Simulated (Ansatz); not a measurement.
# CuO (Tenorite) (C2/c) in Ansatz: a series of runs

The runs below take CuO (Tenorite) through relaxation of cell and atoms, with r2SCAN+D4, r2SCAN+rVV10.

Program: Ansatz 0.2.0. These are calculated values, not measurements. Logs are shortened: lines on timing, memory, paths and dates and some standing lists are left out, and cuts for length are marked.

### 1 Starting point

It takes space group C2/c (No. 15, monoclinic). The conventional cell has a = 4.684 Å, b = 3.423 Å, c = 5.129 Å, α = 90.00°, β = 99.54°, γ = 90.00°. Around Cu (site symmetry -1) lie 4 O at 1.95 to 1.96 Å. O (site symmetry 2) has 4 Cu at 1.95 to 1.96 Å as nearest neighbours.

### 2 Relaxation of cell and atoms, r2SCAN+D4

Contents of input.yaml:

```yaml
crystal:
  lattice:
    - [2.34185, -1.7113, 0.0]
    - [2.34185, 1.7113, 0.0]
    - [-0.8500274268, 0.0, 5.0578693947]
  atoms:
    - { symbol: Cu, position: [0.5, 0.0, 0.5] }
    - { symbol: Cu, position: [0.0, 0.5, 0.0] }
    - { symbol: O, position: [0.4184, 0.5816, 0.75] }
    - { symbol: O, position: [0.5816, 0.4184, 0.25] }
hamiltonian:
  xc: r2scan
  pseudopotentials: { kind: paw }
  dispersion: d4
kpoints:
  mp_grid: { grid: [10, 10, 5] }
scf:
  occupations: { method: fermi_dirac, width: 0.05 }
output:
  forces: true
  stress: true
  eigenvalues: true
  write_density: true
  write_potential: true
  elf: true
  volumetric_format: npy
relax:
  f_tol: 0.01
  max_steps: 40
  cell: { stress_tol: 0.05 }
```

Potentials or basis: Ansatz PAW.

Launch:

```
$ ansatz run input.yaml --threads 2 --pin off --max-ram 5632MiB --backend cpu --events-out ev --progress --plain --runs-dir out
```

Log:

```text
Warning: RAYON_NUM_THREADS=2 ignored (pool sized by the plan → 2); use --threads N
Engine: ansatz 0.2.0, aarch64-unknown-linux-gnu
Pseudopotentials: kind: paw
Pseudopotential: Cu, paw, valence charge 19, recommended cutoff 500 eV (meta_gga), Cu.paw.azcp
Pseudopotential: O, paw, valence charge 6, recommended cutoff 500 eV (meta_gga), O.paw.azcp
Functional definition: r2SCAN
  parameter k0 = 0.174
  parameter k1 = 0.065
  parameter a1 = 4.9479
  exchange = r2scan_x(k0 = k0, k1 = k1, a1 = a1)
  correlation = r2scan_c
Crystal: 4 atoms, lattice volume = 40.540 Å³
Basis set: ecut = 500 eV, 1031 PW (Γ), exchange–correlation on 96×96×160 points (64 copies of the dense FFT grid, shifted against one another)
Bands: 30, of which v1, the nominal top of the filled ones, is band 25 counted from 1 (24 counted from 0)
Symmetry: 4 space group operations
Space group: C2/c (ITA 15), of the structure as read, at distance tolerance 3.4e-5 Å
k-points: 141 of 500
Non-local potential: Cu, projectors of the file, l = 0: 3, l = 1: 2, l = 2: 3, l = 3: 1
Non-local potential: O, projectors of the file, l = 0: 2, l = 1: 2, l = 2: 1
PAW form: soft (Blöchl's): semilocal exchange-correlation on the pseudo side does not see the compensation charge
PAW frozen core: Cu, regenerated for the run's functional (the file was generated under x = pbe(κ = 0.804, μ = 0.2195149727645171), c = pbe(β = 0.06672455060314922))
PAW frozen core: O, regenerated for the run's functional (the file was generated under x = pbe(κ = 0.804, μ = 0.2195149727645171), c = pbe(β = 0.06672455060314922))
PAW one-centre angular grid: Cu, 590 points (default); XC on 160 Gauss nodes
PAW one-centre angular grid: O, 302 points (default); XC on 160 Gauss nodes
Initial density: superposition of atomic densities (neutral atoms: chi_scale 0, normalization atom), corrected by the library's trained network
Initial wavefunctions: pseudopotential atomic-orbital guess
Functional: x = r2scan, c = r2scan; τ floored in thin density (d = 2e-4 eV/Å³)
SCF iter   1: F=—  HF=-14397.653541 eV  |F-HF|=—  |Δ(HF+E_count)|=         —  Δρ=2.45e-2  dr2=1.24e-1  dr2_τ=8.20e-2  ethr=1.77e-3  ⟨swp⟩=5.6  Hψ=14603  notcnv=0
preconditioner: auto → Kerker (q_TF=auto, 2.825 Å⁻¹)  [metal: Δε(μ)=0.014 eV  Ē_g=12.082 eV  σ=0.050 eV  W_gap=0.07  n_scr=20 (ndim 8)  ℏωp=34.0 eV  f_vac=0.000  D(μ)=2.28/eV (n_scr^D=22)]
SCF iter   2: F=—  HF=-14397.669330 eV  |F-HF|=—  |Δ(HF+E_count)|=   1.58e-2  Δρ=9.17e-3  dr2=2.85e-2  dr2_τ=2.22e-3  ethr=2.49e-4  ⟨swp⟩=2.3  Hψ=8329  notcnv=0
SCF iter   3: F=—  HF=-14397.661706 eV  |F-HF|=—  |Δ(HF+E_count)|=   7.62e-3  Δρ=7.99e-3  dr2=1.48e-2  dr2_τ=8.12e-4  ethr=5.70e-5  ⟨swp⟩=2.2  Hψ=7156  notcnv=0
SCF iter   4: F=—  HF=-14397.659907 eV  |F-HF|=—  |Δ(HF+E_count)|=   1.80e-3  Δρ=3.58e-3  dr2=3.61e-3  dr2_τ=1.11e-4  ethr=2.95e-5  ⟨swp⟩=1.0  Hψ=4246  notcnv=0
SCF iter   5: F=—  HF=-14397.659229 eV  |F-HF|=—  |Δ(HF+E_count)|=   6.78e-4  Δρ=8.36e-4  dr2=3.03e-4  dr2_τ=1.31e-5  ethr=7.22e-6  ⟨swp⟩=2.8  Hψ=6693  notcnv=0
SCF iter   6: F=—  HF=-14397.659259 eV  |F-HF|=—  |Δ(HF+E_count)|=   2.99e-5  Δρ=2.35e-4  dr2=2.83e-5  dr2_τ=7.55e-7  ethr=6.06e-7  ⟨swp⟩=2.7  Hψ=7044  notcnv=0
SCF iter   7: F=—  HF=-14397.659255 eV  |F-HF|=—  |Δ(HF+E_count)|=   3.81e-6  Δρ=1.01e-4  dr2=2.95e-6  dr2_τ=1.32e-7  ethr=5.65e-8  ⟨swp⟩=2.2  Hψ=6231  notcnv=0
SCF iter   8: F=—  HF=-14397.659255 eV  |F-HF|=—  |Δ(HF+E_count)|=   2.58e-7  Δρ=2.57e-5  dr2=2.72e-7  dr2_τ=6.58e-9  ethr=5.91e-9  ⟨swp⟩=1.0  Hψ=4231  notcnv=0
SCF iter   9: F=-14397.659255 eV  HF=-14397.659255 eV  |F-HF|=6.15e-10  |Δ(HF+E_count)|=   1.27e-8  Δρ=6.89e-6  dr2=1.16e-8  dr2_τ=6.53e-10  ethr=2.00e-10  ⟨swp⟩=7.1  Hψ=24570  notcnv=0
SCF 1 converged in 9 iterations: F = -14397.659255 eV  dr2 = 1.16e-8
relax step   1: F+E_penalty+E_count = -14397.65925514 eV  Δ(F+E_penalty+E_count) = +0.000e0 eV  max|allowed force component| = 2.844e-1 eV/Å  Δτ_max = 0.0000 Å  P = -2.883 GPa  Ω = 40.540 Å³  (9 SCF iters, dr2 threshold 1.00e-7 eV, accepted)
Crystal: 4 atoms, lattice volume = 40.490 Å³
Basis set: ecut = 500 eV, 1039 PW (Γ), exchange–correlation on 96×96×160 points (64 copies of the dense FFT grid, shifted against one another)
Initial density: handed on by an earlier stage of this run
Initial wavefunctions: those handed on with the density
iter 1 solved again at ethr=2.30e-6 eV; its pass at ethr=3.10e-3 eV (dr2=1.15e-3 eV) is discarded
SCF iter   1: F=—  HF=-14397.666940 eV  |F-HF|=—  |Δ(HF+E_count)|=         —  Δρ=2.70e-3  dr2=1.16e-3  dr2_τ=1.83e-2  ethr=2.30e-6  ⟨swp⟩=1.1  Hψ=18978  notcnv=0
preconditioner: auto → Kerker (q_TF=auto, 2.826 Å⁻¹)  [metal: Δε(μ)=0.010 eV  Ē_g=12.001 eV  σ=0.050 eV  W_gap=0.05  n_scr=20 (ndim 8)  ℏωp=34.0 eV  f_vac=0.002  D(μ)=2.27/eV (n_scr^D=20)]
SCF iter   2: F=—  HF=-14397.672240 eV  |F-HF|=—  |Δ(HF+E_count)|=   5.30e-3  Δρ=1.04e-3  dr2=1.30e-4  dr2_τ=2.60e-5  ethr=2.30e-6  ⟨swp⟩=2.0  Hψ=7332  notcnv=0
SCF iter   3: F=—  HF=-14397.672258 eV  |F-HF|=—  |Δ(HF+E_count)|=   1.85e-5  Δρ=7.58e-4  dr2=1.04e-4  dr2_τ=6.14e-6  ethr=2.59e-7  ⟨swp⟩=2.1  Hψ=6680  notcnv=0
SCF iter   4: F=—  HF=-14397.672260 eV  |F-HF|=—  |Δ(HF+E_count)|=   1.77e-6  Δρ=2.22e-4  dr2=1.24e-5  dr2_τ=9.86e-7  ethr=2.07e-7  ⟨swp⟩=2.0  Hψ=5672  notcnv=0
SCF iter   5: F=—  HF=-14397.672267 eV  |F-HF|=—  |Δ(HF+E_count)|=   6.74e-6  Δρ=7.57e-5  dr2=2.31e-6  dr2_τ=8.84e-8  ethr=2.48e-8  ⟨swp⟩=2.6  Hψ=6535  notcnv=0
SCF iter   6: F=-14397.672267 eV  HF=-14397.672267 eV  |F-HF|=3.97e-8  |Δ(HF+E_count)|=   6.85e-7  Δρ=2.40e-5  dr2=2.22e-7  dr2_τ=1.83e-8  ethr=8.00e-10  ⟨swp⟩=5.9  Hψ=27053  notcnv=0
[... 121 lines left out ...]
iter 1 solved again at ethr=1.47e-6 eV; its pass at ethr=3.10e-3 eV (dr2=7.35e-4 eV) is discarded
SCF iter   1: F=—  HF=-14397.730282 eV  |F-HF|=—  |Δ(HF+E_count)|=         —  Δρ=2.59e-3  dr2=8.30e-4  dr2_τ=3.16e-2  ethr=1.47e-6  ⟨swp⟩=2.0  Hψ=23690  notcnv=0
preconditioner: auto → LDOS  [metal: Δε(μ)=0.003 eV  Ē_g=12.118 eV  σ=0.050 eV  W_gap=0.02  n_scr=16 (ndim 8)  ℏωp=33.2 eV  f_vac=0.044  D(μ)=2.56/eV (n_scr^D=28)  β→1.0]
[... 12 lines left out ...]
SCF iter   3: F=—  HF=-14397.748630 eV  |F-HF|=—  |Δ(HF+E_count)|=   2.53e-6  Δρ=3.29e-5  dr2=2.55e-7  dr2_τ=3.51e-8  ethr=1.38e-8  ⟨swp⟩=2.0  Hψ=6462  notcnv=0
SCF iter   4: F=—  HF=-14397.748630 eV  |F-HF|=—  |Δ(HF+E_count)|=   2.71e-8  Δρ=1.02e-5  dr2=3.53e-8  dr2_τ=1.22e-9  ethr=5.09e-10  ⟨swp⟩=2.3  Hψ=6586  notcnv=0
SCF iter   5: F=—  HF=-14397.748630 eV  |F-HF|=—  |Δ(HF+E_count)|=  9.90e-10  Δρ=1.02e-5  dr2=2.75e-8  dr2_τ=2.71e-10  ethr=1.78e-11  ⟨swp⟩=7.0  Hψ=26262  notcnv=0
SCF iter   6: F=-14397.748630 eV  HF=-14397.748630 eV  |F-HF|=2.18e-9  |Δ(HF+E_count)|=   5.97e-9  Δρ=2.82e-6  dr2=2.86e-9  dr2_τ=9.25e-11  ethr=1.78e-11  ⟨swp⟩=5.9  Hψ=26182  notcnv=0
SCF 13 converged in 6 iterations: F = -14397.748630 eV  dr2 = 2.86e-9
relax step  13: F+E_penalty+E_count = -14397.74863038 eV  Δ(F+E_penalty+E_count) = -3.200e-5 eV  max|allowed force component| = 3.311e-4 eV/Å  Δτ_max = 0.0037 Å  P = -0.001 GPa  Ω = 42.532 Å³  energy of the carried Pulay correction = -9.933e-5 eV  (6 SCF iters, dr2 threshold 8.90e-9 eV, accepted)
iter 1 solved again at ethr=5.71e-8 eV; its pass at ethr=3.10e-3 eV (dr2=2.86e-5 eV) is discarded
SCF iter   1: F=—  HF=-14397.748787 eV  |F-HF|=—  |Δ(HF+E_count)|=         —  Δρ=3.00e-4  dr2=1.46e-6  dr2_τ=4.47e-6  ethr=5.71e-8  ⟨swp⟩=3.0  Hψ=26053  notcnv=0
SCF iter   2: F=—  HF=-14397.748873 eV  |F-HF|=—  |Δ(HF+E_count)|=   8.58e-5  Δρ=6.32e-5  dr2=1.05e-6  dr2_τ=1.30e-8  ethr=2.92e-9  ⟨swp⟩=2.0  Hψ=6644  notcnv=0
SCF iter   3: F=—  HF=-14397.748873 eV  |F-HF|=—  |Δ(HF+E_count)|=   2.14e-7  Δρ=2.41e-5  dr2=1.59e-7  dr2_τ=9.65e-9  ethr=2.11e-9  ⟨swp⟩=2.1  Hψ=6352  notcnv=0
SCF iter   4: F=—  HF=-14397.748873 eV  |F-HF|=—  |Δ(HF+E_count)|=   2.26e-9  Δρ=2.45e-5  dr2=1.61e-7  dr2_τ=2.71e-9  ethr=3.19e-10  ⟨swp⟩=2.0  Hψ=7689  notcnv=0
SCF iter   5: F=—  HF=-14397.748873 eV  |F-HF|=—  |Δ(HF+E_count)|=   2.66e-8  Δρ=1.16e-5  dr2=3.83e-8  dr2_τ=6.23e-10  ethr=3.19e-10  ⟨swp⟩=1.0  Hψ=4235  notcnv=0
SCF iter   6: F=—  HF=-14397.748873 eV  |F-HF|=—  |Δ(HF+E_count)|=   6.86e-9  Δρ=2.28e-6  dr2=1.42e-9  dr2_τ=2.13e-11  ethr=7.66e-11  ⟨swp⟩=2.0  Hψ=5100  notcnv=0
SCF iter   7: F=-14397.748873 eV  HF=-14397.748873 eV  |F-HF|=2.18e-11  |Δ(HF+E_count)|=  2.66e-10  Δρ=3.51e-7  dr2=3.24e-11  dr2_τ=5.36e-13  ethr=1.00e-12  ⟨swp⟩=4.9  Hψ=21091  notcnv=0
SCF 14 converged in 7 iterations: F = -14397.748873 eV  dr2 = 3.24e-11
relax step  14: F+E_penalty+E_count = -14397.74887281 eV  Δ(F+E_penalty+E_count) = -2.424e-4 eV  max|allowed force component| = 3.156e-4 eV/Å  Δτ_max = 0.0000 Å  P = +0.001 GPa  Ω = 42.532 Å³  stress off target by 2.33e-2 GPa  SCF on the basis re-selected at this cell (its energy is not comparable with the rows above)  (7 SCF iters)
basis re-selected at this cell: Δ(F+E_penalty+E_count) = -2.424e-4 eV, ΔP = +0.002 GPa vs the last step (what re-selecting the basis moved, of the pressure what is left beyond the Pulay correction that the steps carried, after the strain that the cell walked since its last selection, with what the two solves' SCF thresholds leave and, on support functions, any second-order correction that the steps lacked; it is no measure of the basis error at this ecutwfc). This SCF's stress stands 2.33e-2 GPa from its target on what of the cell is left free (relax.cell.stress_tol is 5.00e-2 GPa) and its largest allowed force component is 3.16e-4 eV/Å (relax.f_tol is 1.00e-2 eV/Å): within both
SCF converged after 7 iterations
Free energy (F): -14397.748873 eV
Harris-Foulkes:  -14397.748873 eV  (|F-HF|=2.18e-11)
Internal energy: -14397.728021 eV  (E = F + TS)
E sigma→0 (E₀):  -14397.738447 eV
Entropy (-TS):   -0.020851 eV (-5.213 meV/atom)
Fermi energy:    11.446485 eV
--- Per-component energies (eV) ---
  E_band       = -961.644627
  E_kinetic    = 944.690572
  E_local      = -10022.482114  (includes V_loc(G=0)·N_el)
  E_nonlocal   = 885.354425
  E_hartree    = 4350.782044
  E_xc         = -311.971529
  E_vxc        = -456.121479  (∫ρ·V_xc dr)
  E_paw        = -3670.689200  (= ΣΔE_a)
  E_vpaw       = -1045.154687  (= ΣTr[D̂ρ^β])
  E_aug_tail   = 0.002330  (compensation charges beyond the density's cutoff)
  E_vtau       = 30.502903  (kinetic-family band-sum trace: ∫τ·v_τ [+ j·A + Jᵃ·Aᵃ] dr)
  E_ewald      = -6572.289605
  E_disp       = -0.458847  (pairwise vdW)
  E_core_change = -0.666098  (= ΣΔE_core)
  E_smearing   = -0.020851  (= −TS)
  E_closure    = -0.000000  (closes the sum)
  Σ components = -14397.748873   (vs F -14397.748873, Δ=0.00e0)
--- Forces (eV/Å), atoms counted from 1 ---
  atom   1  Cu    -0.00000000     0.00000000    -0.00000000
  atom   2  Cu     0.00000000     0.00000000    -0.00000000
  atom   3  O      0.00000000     0.00031565    -0.00000000
  atom   4  O     -0.00000000    -0.00031565     0.00000000
  max |Σ_I F_I| component: 6.56e-28 eV/Å
--- Stress (GPa, compression-positive) ---
       -0.014022      -0.000000      -0.005210
       -0.000000       0.023251      -0.000000
       -0.005208      -0.000000      -0.004929
  P = ⅓ Tr σ = 0.0014 GPa (0.014 kbar)
--- Band table (eV; the first three rows and the last of 141) ---
  k-point 0: bands = ["-105.3384", "-105.3380", "-61.2719", "-61.2719", "-61.2425", "-61.2356", "-60.9611", "-60.9610", "-9.9096", "-8.5649", "2.6599", "5.5340", "5.5437", "7.3415", "7.5919", "7.5938", "7.7826", "8.0351", "8.4953", "8.7514", "8.7519", "8.7562", "8.8427", "9.1753", "12.1378", "12.1506", "13.2131", "18.0226", "19.3095", "25.5200"]
  k-point 1: bands = ["-105.3384", "-105.3380", "-61.2719", "-61.2719", "-61.2418", "-61.2363", "-60.9611", "-60.9610", "-9.8009", "-8.7189", "3.0609", "5.5541", "5.5622", "7.0522", "7.3887", "7.3894", "7.5565", "7.7832", "8.6585", "8.7601", "8.8339", "9.0723", "9.0777", "9.0858", "11.9646", "11.9761", "13.7207", "17.0666", "20.6035", "25.6409"]
  k-point 2: bands = ["-105.3383", "-105.3381", "-61.2719", "-61.2719", "-61.2401", "-61.2380", "-60.9611", "-60.9611", "-9.5004", "-9.0906", "4.1440", "5.5908", "5.5940", "5.6224", "7.1515", "7.1516", "7.6408", "7.7523", "8.7545", "8.7828", "8.8110", "8.8963", "9.5574", "9.5608", "11.6277", "11.6334", "14.7590", "15.8849", "22.6698", "24.8539"]
  k-point 140: bands = ["-105.3368", "-105.3368", "-61.2862", "-61.2851", "-61.2363", "-61.2363", "-60.9723", "-60.9718", "-8.5459", "-8.4067", "4.7705", "4.7905", "5.4141", "5.4265", "5.4455", "5.5786", "8.0674", "8.3288", "8.7559", "8.7562", "9.1493", "9.1511", "9.8583", "9.8594", "10.6051", "11.4487", "14.9958", "16.3547", "22.7760", "22.8576"]
--- Relaxed structure (12 steps of the walk, 11 accepted, 2 SCFs on fresh bases) ---
  F+E_penalty+E_count = -14397.74887281 eV   max|allowed force component| = 3.156e-4 eV/Å   (the final SCF, on the basis selected at the relaxed cell)
  cell:  # Å, volume = 42.5321 Å³
    - [2.0367544652470295, -2.033398053654738, 0.15974104233806719]
    - [2.0367544652470295, 2.033398053654738, 0.15974104233806719]
    - [-0.3942813707104023, 1.0221178700904531e-17, 5.103901491288682]
  atoms:
    - { symbol: Cu, position: [0.5000000000000001, -4.163336342344337e-17, 0.5000000000000001] }
    - { symbol: Cu, position: [-7.025630077706069e-17, 0.5, 3.469446951953614e-18] }
    - { symbol: O, position: [0.5003520856346206, 0.49964791436537936, 0.7500000000000002] }
    - { symbol: O, position: [0.4996479143653793, 0.5003520856346206, 0.25000000000000006] }
```

Run time: 3.3 min. Hardware: 2 threads of Arm Neoverse V1, shared host; peak memory 0.57 GiB.

What came out:

| Property | Result |
| --- | --- |
| Free energy | -14397.7489 eV |
| Relaxed volume | 10.63 Å³/atom |
| Relaxed cell | a = 2.882 Å, b = 2.882 Å, c = 5.119 Å, α = 89.95°, β = 89.95°, γ = 89.73° |
| Space group after relaxing (to 0.05 Å) | P4_2/mmc (No. 131) |
| Energy gained by relaxing | 22.4 meV/atom |
| Ionic steps | 13 |
| Pressure after relaxing | 0.0 GPa |
| Band gap on the k mesh | none (metal or under the smearing width) |

The path:
```csv
step,energy change (eV),largest force (eV/Å),volume (Å³)
1,0.0000,0.2844,40.54
2,-0.0130,0.2297,40.49
3,-0.0446,0.0549,40.97
4,-0.0554,0.0312,41.29
5,-0.0751,0.0085,42.12
6,-0.0789,0.0036,42.37
7,-0.0792,0.0009,42.34
8,-0.0792,0.0000,42.38
9,-0.0868,0.0003,42.38
10,-0.0885,0.0007,42.48
11,-0.0893,0.0046,42.54
12,-0.0894,0.0003,42.53
13,-0.0896,0.0003,42.53
```

Final structure:
```
CELL_PARAMETERS angstrom
2.03675 -2.03340 0.15974
2.03675 2.03340 0.15974
-0.39428 0.00000 5.10390
ATOMIC_POSITIONS crystal
Cu 0.50000 0.00000 0.50000
Cu 0.00000 0.50000 0.00000
O 0.50035 0.49965 0.75000
O 0.49965 0.50035 0.25000
```

Caveat: the plane-wave basis is chosen anew once the cell has moved, so the energies of steps on either side of that aren't comparable; the run has no spin polarisation, though such a crystal can be magnetic; semilocal functionals often make such compounds metallic where correlation or magnetic order opens a gap, which also shifts bond lengths; pairwise dispersion overbinds metals, which lowers pressure and volume; the PAW data sets come from PBE, with cores solved anew for the run's functional, which leaves a small shift of forces and pressure.

### 3 Relaxation of cell and atoms, r2SCAN+rVV10

input.yaml, as its differences from that of step 2:

```diff
@@ -13,3 +13,3 @@
   pseudopotentials: { kind: paw }
-  dispersion: d4
+  dispersion: rvv10
 kpoints:
@@ -22,6 +22,2 @@
   eigenvalues: true
-  write_density: true
-  write_potential: true
-  elf: true
-  volumetric_format: npy
 relax:
```

Potentials or basis: Ansatz PAW.

Launch:

```
$ ansatz run input.yaml --threads 2 --pin off --max-ram 5632MiB --backend cpu --events-out ev --progress --plain --runs-dir out
```

Run time: 4 min. Hardware: 2 threads of Arm Neoverse V1, shared host; peak memory 0.6 GiB.

Results (log left out):

```
Free energy                            : -14394.6519 eV
Relaxed volume                         : 10.61 Å³/atom
Relaxed cell                           : a = 2.879 Å, b = 2.879 Å, c = 5.122 Å, α = 90.01°, β = 90.01°, γ = 89.73°
Space group after relaxing (to 0.05 Å) : P4_2/mmc (No. 131)
Energy gained by relaxing              : 21.2 meV/atom
Ionic steps                            : 15
Pressure after relaxing                : 0.0 GPa
Band gap on the k mesh                 : none (metal or under the smearing width)
```

The path:
```csv
step,energy change (eV),largest force (eV/Å),volume (Å³)
1,0.0000,0.2817,40.54
2,-0.0129,0.2261,40.44
3,-0.0422,0.0711,40.77
4,-0.0515,0.0816,41.17
5,-0.0697,0.0061,41.95
6,-0.0725,0.0050,42.06
7,-0.0745,0.0029,42.32
8,-0.0747,0.0011,42.30
9,-0.0747,0.0003,42.34
10,-0.0748,0.0001,42.30
11,-0.0820,0.0004,42.30
12,-0.0839,0.0010,42.41
13,-0.0846,0.0032,42.47
14,-0.0846,0.0001,42.46
15,-0.0849,0.0000,42.46
```

Final structure:
```yaml
crystal:
  lattice:
    - [2.03460, -2.03096, 0.15800]
    - [2.03460, 2.03096, 0.15800]
    - [-0.39726, 0.00000, 5.10680]
  atoms:
    - { symbol: Cu, position: [0.50000, 0.00000, 0.50000] }
    - { symbol: Cu, position: [0.00000, 0.50000, 0.00000] }
    - { symbol: O, position: [0.49996, 0.50004, 0.75000] }
    - { symbol: O, position: [0.50004, 0.49996, 0.25000] }
```

Levels at points of the mesh, in eV from the Fermi level:
| k point | band 21 | band 22 | band 23 | band 24 | band 25 | band 26 | band 27 | band 28 | band 29 | band 30 |
| --- | --- | --- | --- | --- | --- | --- | --- | --- | --- | --- |
| (0.00, 0.00, 0.00) | -2.69 | -2.69 | -2.60 | -2.28 | 0.69 | 0.71 | 1.74 | 6.52 | 7.84 | 14.05 |
| (0.00, -0.50, 0.00) | -2.62 | -2.19 | -1.79 | -1.75 | 0.25 | 0.49 | 3.79 | 6.39 | 7.10 | 11.66 |
| (-0.50, -0.50, 0.00) | -2.68 | -2.68 | -1.58 | -1.39 | -1.39 | 1.24 | 2.22 | 7.43 | 10.48 | 10.58 |

Caveat: the plane-wave basis is chosen anew once the cell has moved, so the energies of steps on either side of that aren't comparable; the run has no spin polarisation, though such a crystal can be magnetic; semilocal functionals often make such compounds metallic where correlation or magnetic order opens a gap, which also shifts bond lengths; pairwise dispersion overbinds metals, which lowers pressure and volume; the PAW data sets come from PBE, with cores solved anew for the run's functional, which leaves a small shift of forces and pressure. With open d or f shells a metallic result of r2SCAN can be an artefact of self-interaction; +U or a hybrid may open a gap.
